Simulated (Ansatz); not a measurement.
Relaxed bulk Bi$_{2}$Se$_{3}$, space group R-3m (No. 166):

```cif
data_structure
_symmetry_space_group_name_H-M 'P 1'
_symmetry_Int_Tables_number 1
_cell_length_a 9.7897
_cell_length_b 9.7897
_cell_length_c 9.7897
_cell_angle_alpha 24.436
_cell_angle_beta 24.436
_cell_angle_gamma 24.436
_cell_volume 141.15
loop_
_atom_site_label
_atom_site_type_symbol
_atom_site_fract_x
_atom_site_fract_y
_atom_site_fract_z
_atom_site_occupancy
Bi1 Bi 0.40083 0.40083 0.40083 1
Bi2 Bi 0.59917 0.59917 0.59917 1
Se1 Se 0.00000 0.00000 0.00000 1
Se2 Se 0.21062 0.21062 0.21062 1
Se3 Se 0.78938 0.78938 0.78938 1
```

Miller indices refer to the conventional cell of R-3m (No. 166), a = 4.144 Å, b = 4.144 Å, c = 28.479 Å, α = 90.00°, β = 90.00°, γ = 120.00°. The bulk's gap is 0.17 eV.

The (001) slab of 10 planes, 16.5 Å thick with 15 Å of vacuum as cut; outer planes Se (top) and Se (bottom).

These are results of DFT PBE+D3(BJ), scalar-relativistic, plane waves, PAW in Ansatz 0.2.0, not measurements. Settings: cutoff 420 eV, Γ-centred mesh 9×9×1 on the computed 10-atom cell, Gaussian smearing of 0.05 eV; no spin polarisation. The cell repeats along c with a dipole correction in the vacuum.

With the atoms at the bulk's places:

- Surface energy (mean of both faces): 0.20 J/m²
- Gap of the slab on the mesh: 0.51 eV

Question: What changes when all atoms relax?

Answer: The energy falls by 0.000 J/m² a face, and the largest move is 0.01 Å.

```json
{"Surface energy (mean of both faces)": "0.20 J/m²", "Gap of the slab on the mesh": "0.51 eV"}
```

```csv
plane (bottom to top),atoms,"spacing to next, bulk (Å)",relaxed (Å),change (%)
1,Se,1.572,1.569,-0.2
2,Bi,1.922,1.930,+0.4
3,Se,1.922,1.923,0.0
4,Bi,1.572,1.574,+0.1
5,Se,2.504,2.502,-0.1
6,Se,1.572,1.574,+0.1
7,Bi,1.922,1.923,0.0
8,Se,1.922,1.930,+0.4
9,Bi,1.572,1.569,-0.2
10,Se,,,
```

Slabs this thin can still miss converged surface energies by a few hundredths of a J/m² and work functions by about a tenth of an eV.

Spin-orbit coupling is left out, which matters for the bands of heavy elements. An odd k mesh misses the midpoints of the zone's edges, so a slab's gap and band edges read on it can be off. Gaps are read on the k points sampled, so a band crossing between them can be missed.

Worked out: the slab's 10 atoms lie 0.376 eV above the same atoms in the bulk. Shared over two faces of 14.87 Å² this is 12.6 meV/Å², and 1 eV/Å² is 16.02 J/m², which gives 0.20 J/m². The cut crosses no short bond: it runs through the gap between layers, which is why it costs little.

Relaxation barely matters here because the cut leaves complete Se-Bi-Se-Bi-Se quintuple layers. Their polar-covalent bonds stay intact, and the outer Se atoms keep their lone pairs instead of gaining dangling bonds, so there is little drive to reconstruct or rumple. The slight contraction of the outermost Se-Bi spacing and expansion of the one beneath it suggest a small shift of bonding towards the surface, while the gap between the layers stays almost at its bulk width.

The slab's wider gap, 0.51 eV against 0.17 eV in the bulk, probably reflects confinement: p states directed along the stacking axis couple across the gap between layers, and two quintuple layers cut off most of the resulting dispersion. This widening should not be read as the hybridisation gap of topological surface states. In real Bi₂Se₃ those states follow from a spin-orbit-driven inversion of Bi- and Se-derived p levels at Γ, whereas the gap here belongs to the uninverted band order. The near-rigid geometry therefore does not imply an electronically inert surface.
